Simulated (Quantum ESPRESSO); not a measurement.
# BaTiO3 (Barioperovskite) (Amm2) in Quantum ESPRESSO: further runs, part 2 of 3

Quantum ESPRESSO 7.5. Earlier steps stand in the parts before.

### Step 3. Dielectric tensor, PBEsol

File pw.in:

```
&CONTROL
  calculation = 'scf'
  prefix = 'pwscf'
  outdir = './tmp'
  pseudo_dir = './pseudo'
  tprnfor = .true.
  tstress = .true.
  disk_io = 'low'
/
&SYSTEM
  ibrav = 0
  celldm(1) = 8
  nat = 5
  ntyp = 3
  ecutwfc = 45
  ecutrho = 360
  nbnd = 28
  occupations = 'smearing'
  smearing = 'fd'
  degauss = 0.00367493
/
&ELECTRONS
  conv_thr = 1d-09
  electron_maxstep = 120
  mixing_beta = 0.5
/
ATOMIC_SPECIES
Ba   137.3270 ba_pbesol_v1.uspp.F.UPF
Ti    47.8670 ti_pbesol_v1.4.uspp.F.UPF
O     15.9990 o_pbesol_v1.2.uspp.F.UPF
CELL_PARAMETERS alat
  0.9414379337120   0.0000000000000   0.0000000000000
  0.0000000000000   0.6701205053689   0.6720692854349
  0.0000000000000  -0.6701205053689   0.6720692854349
ATOMIC_POSITIONS crystal
Ba     0.0000000000    0.0000000000    0.0000000000
Ti     0.5000000000    0.5124000000    0.5124000000
O      0.5000000000    0.9918400000    0.5052400000
O      0.5000000000    0.5052400000    0.9918400000
O      0.0000000000    0.4874000000    0.4874000000
K_POINTS automatic
4 4 4 1 1 1
```

File scf2.in:

```
&CONTROL
  calculation = 'scf'
  prefix = 'pwscf'
  outdir = './tmp'
  pseudo_dir = './pseudo'
  tprnfor = .true.
  tstress = .true.
  disk_io = 'low'
/
&SYSTEM
  ibrav = 0
  celldm(1) = 8
  nat = 5
  ntyp = 3
  ecutwfc = 45
  ecutrho = 360
  nbnd = 28
  occupations = 'fixed'
/
&ELECTRONS
  conv_thr = 1d-13
  electron_maxstep = 120
  mixing_beta = 0.5
  startingpot = 'file'
  startingwfc = 'file'
/
ATOMIC_SPECIES
Ba   137.3270 ba_pbesol_v1.uspp.F.UPF
Ti    47.8670 ti_pbesol_v1.4.uspp.F.UPF
O     15.9990 o_pbesol_v1.2.uspp.F.UPF
CELL_PARAMETERS alat
  0.9414379337120   0.0000000000000   0.0000000000000
  0.0000000000000   0.6701205053689   0.6720692854349
  0.0000000000000  -0.6701205053689   0.6720692854349
ATOMIC_POSITIONS crystal
Ba     0.0000000000    0.0000000000    0.0000000000
Ti     0.5000000000    0.5124000000    0.5124000000
O      0.5000000000    0.9918400000    0.5052400000
O      0.5000000000    0.5052400000    0.9918400000
O      0.0000000000    0.4874000000    0.4874000000
K_POINTS automatic
4 4 4 1 1 1
```

File ph.in:

```
dielectric of BaTiO3
&INPUTPH
  prefix = 'pwscf'
  outdir = './tmp'
  tr2_ph = 1d-18
  fildyn = 'dyn'
  niter_ph = 90
  alpha_mix(1) = 0.7
  epsil = .true.
  trans = .false.
  zeu = .true.
/
0.0000000000 0.0000000000 0.0000000000
```

Potentials or basis: GBRV 1.5 PBEsol.

On the command line:

```sh
> OMP_NUM_THREADS=1 pw.x -in pw.in > pw.out
> OMP_NUM_THREADS=1 pw.x -in scf2.in > scf2.out
> OMP_NUM_THREADS=1 ph.x -in ph.in > ph.out
```

pw.out:

```text
This program is part of the open-source Quantum ESPRESSO suite
     for quantum simulation of materials; please cite
[... 9 lines left out ...]
     --------------------
     sticks:   dense  smooth     PW     G-vecs:    dense   smooth      PW
     Sum        1637     817    241                50085    17725    2801

     Using Slab Decomposition

     bravais-lattice index     =            0
     lattice parameter (alat)  =       8.0000  a.u.
     unit-cell volume          =     434.1688 (a.u.)^3
     number of atoms/cell      =            5
     number of atomic types    =            3
     number of electrons       =        40.00
     number of Kohn-Sham states=           28
     kinetic-energy cutoff     =      45.0000  Ry
     charge density cutoff     =     360.0000  Ry
     scf convergence threshold =      1.0E-09
     mixing beta               =       0.5000
     number of iterations used =            8  plain     mixing
     Exchange-correlation= SLA  PW   PSX  PSC
                           (   1   4  10   8   0   0   0)

     celldm(1)=   8.000000  celldm(2)=   0.000000  celldm(3)=   0.000000
     celldm(4)=   0.000000  celldm(5)=   0.000000  celldm(6)=   0.000000

     crystal axes: (cart. coord. in units of alat)
               a(1) = (   0.941438   0.000000   0.000000 )
               a(2) = (   0.000000   0.670121   0.672069 )
               a(3) = (   0.000000  -0.670121   0.672069 )

     reciprocal axes: (cart. coord. in units 2 pi/alat)
               b(1) = (  1.062205  0.000000 -0.000000 )
               b(2) = ( -0.000000  0.746134  0.743971 )
               b(3) = (  0.000000 -0.746134  0.743971 )

     PseudoPot. # 1 for Ba read from file:
     ba_pbesol_v1.uspp.F.UPF
     Pseudo is Ultrasoft + core correction, Zval = 10.0
     Generated by new atomic code, or converted to UPF format
     Using radial grid of  907 points,  7 beta functions with:
                l(1) =   0
                l(2) =   0
                l(3) =   1
                l(4) =   1
                l(5) =   2
                l(6) =   2
                l(7) =   3
     Q(r) pseudized with  6 coefficients,  rinner =    1.700   1.700   1.700
                                                       1.700   1.700   1.700
                                                       1.700

     PseudoPot. # 2 for Ti read from file:
[... 54 lines left out ...]
        k(   11) = (   0.3983268   0.0000000   0.5579782), wk =   0.1250000
        k(   12) = (   0.3983268   0.5596008  -0.0000000), wk =   0.1250000

     Dense  grid:    50085 G-vectors     FFT dimensions: (  45,  45,  45)

     Smooth grid:    17725 G-vectors     FFT dimensions: (  36,  36,  36)

     Check: negative core charge=   -0.000007

     Initial potential from superposition of free atoms

     starting charge      38.9861, renormalised to      40.0000

     negative rho (up, down):  9.944E-02 0.000E+00
     Starting wfcs are   35 randomized atomic wfcs

     Self-consistent Calculation

     iteration #  1     ecut=    45.00 Ry     beta= 0.50
     Davidson diagonalization with overlap
     ethr =  1.00E-02,  avg # of iterations =  2.0

     negative rho (up, down):  9.381E-02 0.000E+00
[... 85 lines left out ...]
     iteration # 11     ecut=    45.00 Ry     beta= 0.50
     Davidson diagonalization with overlap
     ethr =  3.61E-11,  avg # of iterations =  1.2

     negative rho (up, down):  8.865E-02 0.000E+00

     End of self-consistent calculation

          k = 0.1328 0.0000 0.1860 (  2210 PWs)   bands (ev):

   -46.0322 -22.3928 -22.3923 -22.3774 -14.3840  -6.5320  -5.8485  -5.8287
     0.3691   0.3734   0.6297   7.3153   7.6884   7.7032   8.3885   8.4209
     9.0385   9.2106   9.7033   9.7035  12.5541  12.6095  12.6781  14.9352
    15.0029  15.9764  16.0632  18.1169

          k = 0.1328-0.1865 0.3720 (  2211 PWs)   bands (ev):

   -46.0317 -22.4276 -22.3909 -22.3758 -14.3074  -6.5980  -5.7952  -5.6858
     0.3884   0.5048   0.7449   6.3811   7.2313   7.4743   7.6102   7.9523
     8.7137   9.0844   9.2542   9.3761  12.7045  13.5848  13.6096  14.9694
    16.3721  17.1997  17.6533  18.8690
[... 31 lines left out ...]
   -46.0316 -22.4156 -22.3912 -22.3903 -14.3027  -6.5986  -5.8055  -5.6618
     0.3926   0.4915   0.7398   6.3683   7.2341   7.4782   7.6571   7.9218
     8.7018   9.0496   9.2833   9.3189  12.6938  13.5766  13.6269  14.9090
    16.2995  17.2933  17.6583  18.8539

          k = 0.3983-0.1865 0.3720 (  2213 PWs)   bands (ev):

   -46.0312 -22.4252 -22.4133 -22.3892 -14.2461  -6.2800  -5.7862  -5.7161
     0.2390   0.2991   0.6497   6.1447   6.5409   6.7264   7.5576   7.6918
     8.2583   9.1339   9.3780   9.9596  13.6329  13.7073  13.9900  15.4787
    17.4193  17.9514  18.4505  18.9931
[... 24 lines left out ...]
   -46.0307 -22.4239 -22.4228 -22.4114 -14.1965  -5.9015  -5.7118  -5.6478
    -0.1948  -0.1304   0.1359   6.0443   6.6047   6.6610   7.3382   7.7820
     7.8008   9.7932   9.8339   9.9950  14.1198  14.1778  14.1842  17.0512
    17.2530  17.7066  17.8565  17.9849

     the Fermi energy is    11.2864 ev

!    total energy              =    -286.73724145 Ry
     estimated scf accuracy    <          3.8E-10 Ry
     smearing contrib. (-TS)   =      -0.00000000 Ry
     internal energy E=F+TS    =    -286.73724145 Ry

     The total energy is F=E-TS. E is the sum of the following terms:
     one-electron contribution =     -72.45306478 Ry
     hartree contribution      =      59.90497989 Ry
     xc contribution           =     -67.27158885 Ry
     ewald contribution        =    -206.91756770 Ry

     convergence has been achieved in  11 iterations

     negative rho (up, down):  8.865E-02 0.000E+00

     Forces acting on atoms (cartesian axes, Ry/au):

     atom    1 type  1   force =     0.00000000   -0.00000000    0.00585755
     atom    2 type  2   force =     0.00000000    0.00000000    0.00493238
     atom    3 type  3   force =     0.00000000   -0.00070488   -0.01018352
     atom    4 type  3   force =     0.00000000    0.00070488   -0.01018352
     atom    5 type  3   force =     0.00000000   -0.00000000    0.00957712

     Total force =     0.018941     Total SCF correction =     0.000009

     Computing stress (Cartesian axis) and pressure

     negative rho (up, down):  8.865E-02 0.000E+00
          total   stress  (Ry/bohr**3)                   (kbar)     P=      -29.43
  -0.00018874   0.00000000   0.00000000          -27.77        0.00        0.00
   0.00000000  -0.00018488   0.00000000            0.00      -27.20        0.00
   0.00000000   0.00000000  -0.00022648            0.00        0.00      -33.32

=------------------------------------------------------------------------------=
   JOB DONE.
=------------------------------------------------------------------------------=
```

scf2.out:

```text
This program is part of the open-source Quantum ESPRESSO suite
     for quantum simulation of materials; please cite
[... 9 lines left out ...]
     --------------------
     sticks:   dense  smooth     PW     G-vecs:    dense   smooth      PW
     Sum        1637     817    241                50085    17725    2801
[... 290 lines left out ...]
  -0.00018853   0.00000000   0.00000000          -27.73        0.00        0.00
  -0.00000000  -0.00018466  -0.00000000           -0.00      -27.16       -0.00
  -0.00000000  -0.00000000  -0.00022627           -0.00       -0.00      -33.28

=------------------------------------------------------------------------------=
   JOB DONE.
=------------------------------------------------------------------------------=
```

Wall time 15 min (1 thread of Intel Xeon at 2.50GHz (Skylake/Cascade Lake), shared host); peak memory 0.37 GiB.

What came out:

```yaml
Free_energy: -3901.2589 eV
Pressure: -2.9 GPa
Largest_force: 0.262 eV/Å
Electronic_dielectric_tensor_diagonal: 6.63, 6.25, 6.17
Born_charges_mean_of_the_diagonal: Ba +2.78; Ti +6.85; O -3.12, -3.26 e
```

Forces on the atoms (eV/Å):
```
Ba   0.000  0.000  0.151
Ti   0.000  0.000  0.127
O    0.000 -0.018 -0.262
O    0.000  0.018 -0.262
O    0.000  0.000  0.246
```

Levels at points of the mesh, in eV from the valence-band top:
```csv
k point,band 18,band 19,band 20,band 21,band 22,band 23
"(0.12, 0.12, 0.12)",-0.79,-0.30,-0.30,2.55,2.61,2.68
```

Electronic dielectric tensor:
```
6.63 0.00 0.00
0.00 6.25 0.00
0.00 0.00 6.17
```

Born effective charge tensors (e):
atom 1, Ba
```
2.76 0.00 0.00
0.00 2.78 0.00
0.00 0.00 2.79
```
atom 2, Ti
```
7.12 0.00 0.00
0.00 6.79 0.00
0.00 0.00 6.63
```
atom 3, O
```
-2.09  0.00  0.00
 0.00 -3.69 -1.64
 0.00 -1.55 -3.60
```
atom 4, O
```
-2.09  0.00  0.00
 0.00 -3.69  1.64
 0.00  1.55 -3.60
```
atom 5, O
```
-5.67  0.00  0.00
 0.00 -2.04  0.00
 0.00  0.00 -2.07
```

Caveat: the mesh is thin for the dielectric tensor, Born charges and intensities, which usually come out too large; the Born charges break their sum rule by 0.11 e, a sign of too thin a mesh.

### Step 4. Dielectric tensor, WC

Edit pw.in of step 3 so:

```diff
@@ -17,2 +17,3 @@
   nbnd = 28
+  input_dft = 'wc'
   occupations = 'smearing'
@@ -27,5 +28,5 @@
 ATOMIC_SPECIES
-Ba   137.3270 ba_pbesol_v1.uspp.F.UPF
-Ti    47.8670 ti_pbesol_v1.4.uspp.F.UPF
-O     15.9990 o_pbesol_v1.2.uspp.F.UPF
+Ba   137.3270 ba_pbe_v1.uspp.F.UPF
+Ti    47.8670 ti_pbe_v1.4.uspp.F.UPF
+O     15.9990 o_pbe_v1.2.uspp.F.UPF
 CELL_PARAMETERS alat
```

Edit scf2.in of step 3 so:

```diff
@@ -17,2 +17,3 @@
   nbnd = 28
+  input_dft = 'wc'
   occupations = 'fixed'
@@ -27,5 +28,5 @@
 ATOMIC_SPECIES
-Ba   137.3270 ba_pbesol_v1.uspp.F.UPF
-Ti    47.8670 ti_pbesol_v1.4.uspp.F.UPF
-O     15.9990 o_pbesol_v1.2.uspp.F.UPF
+Ba   137.3270 ba_pbe_v1.uspp.F.UPF
+Ti    47.8670 ti_pbe_v1.4.uspp.F.UPF
+O     15.9990 o_pbe_v1.2.uspp.F.UPF
 CELL_PARAMETERS alat
```

ph.in is that of step 3.

Potentials or basis: GBRV 1.5 PBE.

On the command line:

```sh
> OMP_NUM_THREADS=1 pw.x -in pw.in > pw.out
> OMP_NUM_THREADS=1 pw.x -in scf2.in > scf2.out
> OMP_NUM_THREADS=1 ph.x -in ph.in > ph.out
```

pw.out:

```text
This program is part of the open-source Quantum ESPRESSO suite
     for quantum simulation of materials; please cite
         "P. Giannozzi et al., J. Phys.:Condens. Matter 21 395502 (2009);
         "P. Giannozzi et al., J. Phys.:Condens. Matter 29 465901 (2017);
         "P. Giannozzi et al., J. Chem. Phys. 152 154105 (2020);
     in publications or presentations arising from this work. More details at

     IMPORTANT: XC functional enforced from input :
     Exchange-correlation= WC
                           (   1   4  11   4   0   0   0)
     Any further DFT definition will be discarded
     Please, verify this is what you really want

     Message from routine setup:
     using ibrav=0 with symmetry is DISCOURAGED, use correct ibrav instead

     G-vector sticks info
     --------------------
     sticks:   dense  smooth     PW     G-vecs:    dense   smooth      PW
     Sum        1637     817    241                50085    17725    2801

     Using Slab Decomposition
[... 298 lines left out ...]
    17.2531  17.6923  17.8527  17.9816

     the Fermi energy is    11.2634 ev

!    total energy              =    -286.79888380 Ry
     estimated scf accuracy    <          2.5E-10 Ry
     smearing contrib. (-TS)   =      -0.00000000 Ry
     internal energy E=F+TS    =    -286.79888380 Ry

     The total energy is F=E-TS. E is the sum of the following terms:
     one-electron contribution =     -72.26951140 Ry
     hartree contribution      =      59.87949746 Ry
     xc contribution           =     -67.49130215 Ry
     ewald contribution        =    -206.91756770 Ry

     convergence has been achieved in  11 iterations

     negative rho (up, down):  8.715E-02 0.000E+00

     Forces acting on atoms (cartesian axes, Ry/au):

     atom    1 type  1   force =     0.00000000    0.00000000    0.00595713
     atom    2 type  2   force =     0.00000000    0.00000000    0.00360425
     atom    3 type  3   force =     0.00000000    0.00009516   -0.00952433
     atom    4 type  3   force =     0.00000000   -0.00009516   -0.00952433
     atom    5 type  3   force =     0.00000000   -0.00000000    0.00948729

     Total force =     0.017887     Total SCF correction =     0.000007

     Computing stress (Cartesian axis) and pressure

     negative rho (up, down):  8.715E-02 0.000E+00
          total   stress  (Ry/bohr**3)                   (kbar)     P=      -24.21
  -0.00015339   0.00000000  -0.00000000          -22.56        0.00       -0.00
   0.00000000  -0.00014918  -0.00000000            0.00      -21.94       -0.00
   0.00000000   0.00000000  -0.00019110            0.00        0.00      -28.11

=------------------------------------------------------------------------------=
   JOB DONE.
=------------------------------------------------------------------------------=
```

scf2.out:

```text
This program is part of the open-source Quantum ESPRESSO suite
     for quantum simulation of materials; please cite
         "P. Giannozzi et al., J. Phys.:Condens. Matter 21 395502 (2009);
         "P. Giannozzi et al., J. Phys.:Condens. Matter 29 465901 (2017);
         "P. Giannozzi et al., J. Chem. Phys. 152 154105 (2020);
[... 315 lines left out ...]
  -0.00000000  -0.00014896   0.00000000           -0.00      -21.91        0.00
   0.00000000   0.00000000  -0.00019088            0.00        0.00      -28.08

=------------------------------------------------------------------------------=
   JOB DONE.
=------------------------------------------------------------------------------=
```

Run time: 15 min. Hardware: 1 thread of Intel Xeon at 2.50GHz (Skylake/Cascade Lake), shared host; peak memory 0.37 GiB.

Results:

| Property | Result |
| --- | --- |
| Free energy | -3902.0976 eV |
| Pressure | -2.4 GPa |
| Largest force | 0.245 eV/Å |
| Electronic dielectric tensor (diagonal) | 6.62, 6.24, 6.16 |
| Born charges (mean of the diagonal) | Ba +2.78; Ti +6.83; O -3.12, -3.26 e |

Forces in eV/Å, atoms in the order of the input:
```
Ba   0.000  0.000  0.153
Ti   0.000  0.000  0.093
O    0.000  0.002 -0.245
O    0.000 -0.002 -0.245
O    0.000  0.000  0.244
```

Stress tensor (GPa, compression positive):
```
-2.25  0.00  0.00
 0.00 -2.19  0.00
 0.00  0.00 -2.81
```

Levels at points of the mesh, in eV from the valence-band top:
```
           k point  band 18  band 19  band 20  band 21  band 22  band 23
(0.12, 0.12, 0.12)    -0.79    -0.30    -0.30     2.56     2.62     2.68
```

Electronic dielectric tensor:
```
6.62 0.00 0.00
0.00 6.24 0.00
0.00 0.00 6.16
```

Born effective charge tensors (e):
atom 1, Ba
```
2.76 0.00 0.00
0.00 2.78 0.00
0.00 0.00 2.79
```
atom 2, Ti
```
7.10 0.00 0.00
0.00 6.78 0.00
0.00 0.00 6.62
```
atom 3, O
```
-2.09  0.00  0.00
 0.00 -3.68 -1.63
 0.00 -1.54 -3.60
```
atom 4, O
```
-2.09  0.00  0.00
 0.00 -3.68  1.63
 0.00  1.54 -3.60
```
atom 5, O
```
-5.66  0.00  0.00
 0.00 -2.04  0.00
 0.00  0.00 -2.07
```

Caveat: the mesh is thin for the dielectric tensor, Born charges and intensities, which usually come out too large; the potentials were made for another functional, which shifts forces and pressure; the Born charges break their sum rule by 0.11 e, a sign of too thin a mesh.

(Part 2 of 3 ends here.)
